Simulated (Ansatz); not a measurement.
Runs of Ansatz 0.2.0 on HfO2. Symmetry: Pca2_1, No. 29, orthorhombic system. Conventional cell: a = 5.219 Å, b = 5.005 Å, c = 5.033 Å, α = 90.00°, β = 90.00°, γ = 90.00°. Hf (site symmetry 1) has 7 O at 2.02 to 2.23 Å as nearest neighbours. O (site symmetry 1) is surrounded by 3 Hf at 2.02 to 2.13 Å. O (site symmetry 1) has 4 Hf at 2.11 to 2.23 Å as nearest neighbours. Measurements of this composition are mostly on another form, of space group No. 14.

```csv
task,level,potentials or basis,spin,cutoff (eV),points for each segment of the path,gap on the mesh (eV),pressure (GPa),largest force (eV/Å)
single point,PBE,Ansatz PAW,off,600,-,4.48,9.7,0.12
band structure,PBE,Ansatz PAW polarizable,off,420,10,4.48,9.8,0.12
band structure,revPBE,Ansatz PAW,off,420,10,(a),13.5,(b)
band structure,PBE,Ansatz PAW,"SOC, no magnetisation",420,10,4.43,9.5,0.11
```

Alike in all rows: cell as given; k mesh 5 × 6 × 5; smearing fermi-dirac 0.05 eV.

Question: Estimate the missing entries.

Answer: (a) 4.54; (b) 0.13.

Caveats: spin-orbit coupling is left out, which moves the levels of the heavy elements (some runs); odd divisions of the mesh miss points on the zone boundary, where band edges often lie, so the gap on the mesh can be too wide (some runs); the PAW data sets come from PBE, with cores solved anew for the run's functional, which leaves a small shift of forces and pressure (some runs).

A k mesh can miss the band edges, and rows without SOC leave out spin-orbit coupling on Hf.
